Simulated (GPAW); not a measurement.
Runs of GPAW 26.7.0 on SnO2 (Cassiterite). It takes space group P4_2/mnm (No. 136, tetragonal). Conventional cell: a = 4.738 Å, b = 4.738 Å, c = 3.187 Å, α = 90.00°, β = 90.00°, γ = 90.00°. Sn (site symmetry mmm) has 6 O at 2.05 to 2.06 Å as nearest neighbours. Around O (site symmetry m2m) lie 3 Sn at 2.05 to 2.06 Å. 

```tsv
task	level	potentials or basis	spin	cell	optimizer	fmax	max steps	band path	band points	gap on the mesh (eV)	pressure (GPa)	relaxed volume (Å³/atom)	largest force (eV/Å)
relaxation of cell and atoms	r4SCAN	GPAW PAW data sets (gpaw-data 1.2.1), pw	off	relaxed	BFGS	0.01 eV/Å	40	-	-	1.84	0.0	12.00	-
band structure	PW91	PAW data sets generated in the run's folder for this functional, pw	SOC, no magnetisation	as given	-	-	-	GXMGZRAZ,XR,MA	60	1.30	8.6	-	0.25
band structure	PBEsol	PAW data sets generated in the run's folder for this functional, pw	SOC, no magnetisation	as given	-	-	-	GXMGZRAZ,XR,MA	80	1.21	3.2	-	0.19
relaxation of cell and atoms	AM05+D4	PAW data sets generated in the run's folder for this functional, pw	off	relaxed	BFGS	0.02 eV/Å	60	-	-	1.17	0.0	12.00	0.02
band structure	M06-L	GPAW PAW data sets (gpaw-data 1.2.1), pw	SOC, no magnetisation	as given	-	-	-	GXMGZRAZ,XR,MA	100	1.74	4.4	-	(b)
band structure	r2SCAN	GPAW PAW data sets (gpaw-data 1.2.1), pw	SOC, no magnetisation	as given	-	-	-	GXMGZRAZ,XR,MA	60	2.02	1.8	-	0.21
relaxation of cell and atoms	revPBE	the program's PAW data sets (release 1.2.1) made for this functional, pw	off	relaxed	BFGS	0.01 eV/Å	40	-	-	0.69	0.1	12.71	-
band structure	WC	PAW data sets generated in the run's folder for this functional, pw	SOC, no magnetisation	as given	-	-	-	GXMGZRAZ,XR,MA	60	1.20	(a)	-	0.19
```

Alike in all rows: k mesh 4 × 4 × 5; cutoff (eV) 800; smearing fermi-dirac 0.05 eV.

Problem. Estimate the missing entries.

Solution. (a) 3.1; (b) 0.22.

Caveats: spin-orbit coupling was added after a scalar SCF, so levels and gaps hold it while energy, forces, pressure and moments don't (some runs); this program's spin-orbit splittings come out too wide for heavy elements (some runs); later steps reuse the first step's grids (some runs); the PAW data sets were made with another functional, which shifts forces and pressure a little (some runs); spin-orbit coupling is left out, which moves the levels of the heavy elements (some runs).

A k mesh can miss the band edges, and rows without SOC leave out spin-orbit coupling on Sn.

Runs at the PBE level aren't shown here.
